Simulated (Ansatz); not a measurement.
## Ca: energy less free atoms and pressure against volume per atom

All results are calculated (Ansatz 0.2.0). Periodic Kohn-Sham DFT of a crystal at fixed atoms; pressure and stress are positive in compression; the energy is the free energy less that of spherical unpolarised free atoms; site moments are those in the method's own spheres, positive along +z.

Cell of the first row (space group Im-3m, No. 229):
```
cell vectors (Å)
  -2.1461     2.1461     2.1461
   2.1461    -2.1461     2.1461
   2.1461     2.1461    -2.1461
atoms (fractions of the cell vectors)
Ca  0.00000  0.00000  0.00000
```

Settings of every row: method all-electron LAPW; functional PBE; relativity scalar; k mesh 13x13x13; filling fermi-dirac; smearing width 0.08 eV; basis error target 1 meV/atom; nucleus gaussian.

Atom start moment: 0 on all atoms.

Limits: the cell comes from a prototype or a list of computed structures and needn't be the stable phase.

| row | volume per atom (Å³) | energy less free atoms (eV/atom) | pressure (GPa) |
| --- | --- | --- | --- |
| 1 | 39.536 | -1.8999 | 1.182 |
| 2 | 40.776 | ? | ? |
| 3 | 42.037 | -1.9092 | 0.048 |
| 4 | 43.298 | -1.9076 | -0.432 |
| 5 | 44.56 | -1.9025 | -0.858 |

Question: what energy less free atoms and pressure should row 2 give?

Worked fit of energy less free atoms. Take u = (V_r/V)^(2/3) − 1 with V_r = 42.668 Å³ an atom, which is twice the finite (Eulerian) strain; such expansions in the strain, on which the Birch-Murnaghan equation of state is built, carry the rest volume and the bulk modulus. The shown rows have u = 0.05214, 0.00998, -0.00972, -0.02851. Least squares give energy less free atoms = −1.90886 − 0.0834 × u + 4.897 × u² eV/atom; a straight line predicts inner rows, each left out in turn, worse (root mean square 0.0048 against 2.2e-05 eV/atom). All shown rows lie on it to the printed digit. Its lowest point lies at u = 0.0085, or V = 42.13 Å³ an atom, and the curvature there gives the bulk modulus at fixed shape and fractions, B = (4/9)(1 + u)² E″(u)/V = 16.8 GPa. The withheld row has u = 0.0307, so the fit gives −1.90886 − 0.0834 × (0.0307) + 4.897 × (0.0307)² = -1.9068 eV/atom.

The calculation gave -1.9067 eV/atom. The fit lies 0.0001 eV/atom (1.1 % of the column's range) below it, one unit of the last digit.

Worked fit of pressure. Take u = (V_r/V)^(2/3) − 1 with V_r = 42.668 Å³ an atom, which is twice the finite (Eulerian) strain; such expansions in the strain, on which the Birch-Murnaghan equation of state is built, carry the rest volume and the bulk modulus. The shown rows have u = 0.05214, 0.00998, -0.00972, -0.02851. Least squares give pressure = −0.1991 + 24.309 × u + 41.83 × u² GPa; a straight line predicts inner rows, each left out in turn, worse (root mean square 0.041 against 0.0011 GPa). The rows lie off it by 0.000, 0.000, -0.001, 0.000. The pressure vanishes at u = 0.0081, or V = 42.16 Å³ an atom, and there the bulk modulus at fixed shape and fractions is B = −V dP/dV = (2/3)(1 + u) dP/du = 16.8 GPa. The withheld row has u = 0.0307, so the fit gives −0.1991 + 24.309 × (0.0307) + 41.83 × (0.0307)² = 0.587 GPa.

The calculation gave 0.587 GPa. The fit meets it to the printed digit.
